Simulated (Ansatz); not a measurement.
## VH2: sound and stiffness along [100], [110] and [111]

All numbers below come from DFT PBEsol, scalar-relativistic, plane waves, PAW (Ansatz). Cutoff 420 eV, 18×18×18 k-points (Γ-centred), Fermi-Dirac smearing of 0.15 eV. No spin polarisation.

Equilibrium structure at this level:
```cif
data_structure
_symmetry_space_group_name_H-M 'Fm-3m'
_symmetry_Int_Tables_number 225
_cell_length_a 4.1687
_cell_length_b 4.1687
_cell_length_c 4.1687
_cell_angle_alpha 90.000
_cell_angle_beta 90.000
_cell_angle_gamma 90.000
_cell_volume 72.45
loop_
_atom_site_label
_atom_site_type_symbol
_atom_site_symmetry_multiplicity
_atom_site_Wyckoff_symbol
_atom_site_fract_x
_atom_site_fract_y
_atom_site_fract_z
_atom_site_occupancy
V1 V 4 a 0.00000 0.00000 0.00000 1
H1 H 8 c 0.25000 0.75000 0.75000 1
```

In a metal, frequencies and elastic constants depend on the k mesh and the smearing, soft modes and shear constants most.

With ions relaxed, on the cubic axes: C11 = 298.9, C12 = 130.9, C44 = 95.3 GPa. The density is 4.855 g/cm³.

Problem. Is the crystal stable against strain, and how anisotropic is it?

Solution. Born's conditions hold: C11 + 2C12 = 560.7, C11 − C12 = 168.0 and C44 = 95.3 GPa are all positive. B = (C11 + 2C12)/3 = 186.9 GPa. The two shear moduli are C44 and C′ = (C11 − C12)/2 = 84.0 GPa, so Zener's ratio is A = C44/C′ = 1.14: nearly isotropic. The Cauchy pressure C12 − C44 is 35.6 GPa; it would vanish for pair forces between atoms on inversion centres at zero pressure, and a positive value is usual with metallic or many-body binding, and where atoms off inversion centres relax under shear, which lowers C44.

Problem. Give the sound speeds along the three symmetry directions.

Solution. The Christoffel equation gives ρv² for each branch:
```
direction branch                    ρv²    GPa v (m/s)
    [100]              L                    C11  298.9     7846
    [100]         T (×2) C44   95.3     4431
    [110]              L   (C11 + C12 + 2C44)/2  310.3     7994
    [110]   T, u ∥ [001]                    C44   95.3     4431
    [110]  T, u ∥ [1-10]          (C11 − C12)/2   84.0     4159
    [111]              L  (C11 + 2C12 + 4C44)/3  314.0     8042
    [111]         T (×2) (C11 − C12 + C44)/3   87.8     4252
```

Problem. How does Young's modulus depend on direction?

Solution. Inverting gives S11 = 4.563, S12 = -1.390, S44 = 10.488 TPa⁻¹. Along a unit vector (l, m, n), 1/E = S11 − 2(S11 − S12 − S44/2)(l²m² + m²n² + n²l²), where the last bracket is 0, 1/4 and 1/3 for [100], [110] and [111]: E = 219, 238 and 244 GPa. With A > 1 the body diagonal is stiffest. For a film on (001), the biaxial modulus is C11 + C12 − 2C12²/C11 = 315 GPa and the normal strain is −2C12/C11 = -0.88 times the in-plane one.

Cost: 2 runs of about 1.6 core-minutes in all, on Arm Neoverse V2 (shared hosts).